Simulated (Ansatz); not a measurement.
# CaO: the cost of one run

Program: Ansatz 0.2.0 through its Python package. The levels of theory stand in the script. These are calculated values, not measurements.

### Step 1. The system

It takes space group P6_3/mmc (No. 194, hexagonal). The conventional cell has a = 3.992 Å, b = 3.992 Å, c = 4.785 Å, α = 90.00°, β = 90.00°, γ = 120.00°. Ca (site symmetry -6m2) is surrounded by 5 O at 2.30 to 2.39 Å. O (site symmetry -6m2) is surrounded by 5 Ca at 2.30 to 2.39 Å.

The script holds or builds the structure itself.

### Step 2. Script

File run_xc.py:

```python
import csv

import ansatz

lattice = ansatz.Lattice.of(
    [3.991976, 0.0, 0.0],
    [-1.995988, 3.457152, 0.0],
    [0.0, 0.0, 4.78484],
)
sites = [
    ("Ca", [1 / 3, 2 / 3, 0.75]),
    ("Ca", [2 / 3, 1 / 3, 0.25]),
    ("O", [1 / 3, 2 / 3, 0.25]),
    ("O", [2 / 3, 1 / 3, 0.75]),
]
structure = ansatz.Crystal(lattice=lattice)
for symbol, position in sites:
    structure = structure.atom(symbol, position)

setup = (
    structure.calculation()
    .basis(18 * ansatz.Ha)
    .kpoints(6)
    .occupations("Fixed")
    .band_table()
)

rows = []
for value in ["pbesol", "blyp", "lda"]:
    r = setup.functional(value).run(threads=1, backend="cpu").report
    rows.append((value, r["free_energy_ev"] / len(r["lattice"]["sites"]), r["n_iterations"], r["gap_by_band_count_ev"], r["n_kpoints"]))

with open("xc.csv", "w", newline="") as handle:
    writer = csv.writer(handle)
    writer.writerow(["functional", "F/atom (eV)", "iterations", "gap by band count (eV)", "k-points"])
    writer.writerows([round(v, 5) if isinstance(v, float) else v for v in row] for row in rows)
print(open("xc.csv").read())
```

### Step 3. Running it

Command:

```console
python run_xc.py
```

Q: Estimate wall time and peak memory on 1 thread of Arm Neoverse V2, shared host.

About 7 s, with a peak of 0.37 GiB.
